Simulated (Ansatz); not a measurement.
An input for Ansatz 0.2.0 (Ba):

input.yaml

```yaml
crystal:
  lattice: { a: 5.013, b: 5.013, c: 5.013, alpha: 90.0, beta: 90.0, gamma: 90.0 }
  space_group: 229
  reduce_to_primitive: true
  atoms:
    - { symbol: Ba, wyckoff: "2a", position: [0.0, 0.0, 0.0] }
hamiltonian:
  xc: pbesol
  pseudopotentials: { kind: nc_fr, accuracy: standard }
magnetization:
  noncollinear: true
  spin_orbit: true
kpoints:
  mp_grid: { grid: [8, 8, 8] }
scf:
  occupations: { method: cold, width: 0.01 }
output:
  forces: true
  stress: true
  eigenvalues: true
  polarization: {}
```

Potentials or basis: PseudoDojo standard.

Command:

```sh
$ ansatz run input.yaml --threads 1 --pin off --max-ram 2560MiB --backend cpu --events-out ev --progress --plain --runs-dir out
```

Problem. How does this run end?

Solution. The run stopped without a result. It printed:

Output:

```text
Error: output.polarization with scf.occupations: <smearing|tetrahedron|explicit> — the Berry phase is that of a manifold of filled bands, the same in number at every k-point — a smearing, tetrahedron or explicit fill defines no such manifold; use scf.occupations.method: fixed on an insulating deck
```
